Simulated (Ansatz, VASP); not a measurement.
**One calculation of Sn, two programs**

```xyz
1
Lattice="-1.8947 1.8947 1.6105 1.8947 -1.8947 1.6105 1.8947 1.8947 -1.6105" Properties=species:S:1:pos:R:3 pbc="T T T"
Sn    0.0000    0.0000    0.0000
```

Change from the starting cell: strain -0.1500 x Voigt [0, 0, 1, 0, 0, 0], atoms carried along.

Alike in both runs: task single point; functional PBE; dispersion D3(BJ); k mesh 18 × 18 × 18; occupations gaussian, width 0.15 eV; no spin polarisation.

|  | VASP | Ansatz |
| --- | --- | --- |
| version | VASP 6.6.1 | Ansatz 0.2.0 |
| potentials or method | VASP PAW PBE potentials, release 64 (Sn_d) | scalar-relativistic, plane waves, PAW |
| plane-wave cutoff (eV) | 520 | 420 |
| valence electrons in the cell | 14 | 14 |

```csv
,VASP,Ansatz,Ansatz less VASP
gap on the k mesh at the Fermi level (eV),none,none,-
pressure (GPa),10.3,10.3,+0.04
largest component of the traceless stress (GPa),1.18,1.18,+0.004
```

A gap of «none» marks a metal or a gap that the smearing closes.

Caveats: pairwise dispersion overbinds metals, which lowers pressure and volume.
